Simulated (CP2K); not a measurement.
The system is Pt.

```
Pt
1.0
     2.77313    0.00000    0.00000
     1.38657    2.40160    0.00000
     1.38657    0.80053    2.26425
Pt
1
Cartesian
  0.0000 0.0000 0.0000
```

Base run:

```yaml
Program: CP2K 2026.2
Functional: PBEsol
Potentials_or_basis: POTENTIAL_UZH Pt GTH-PBE-q18; TZVP-MOLOPT-PBE-GTH basis
Density_cutoff: 6123 eV
k_mesh: 12 × 12 × 12
Occupations: gaussian, width 0.1 eV
Spin: no spin polarisation
```

Its results: band gap on the k mesh none (metal or under the smearing width); pressure -0.3 GPa.

Q: The run is repeated on the same cell with these changes: functional from PBEsol to PBE; occupations from gaussian, width 0.1 eV to fermi-dirac, width 0.05 eV. What comes out?

A: Band gap on the k mesh none (metal or under the smearing width); pressure 10.2 GPa.

Caveats: the basis of atomic orbitals isn't converged, which shifts pressures, moduli and gaps; the potentials were made for another functional, which shifts forces and pressure (some runs); spin-orbit coupling is left out, which moves the levels of the heavy elements (some runs).
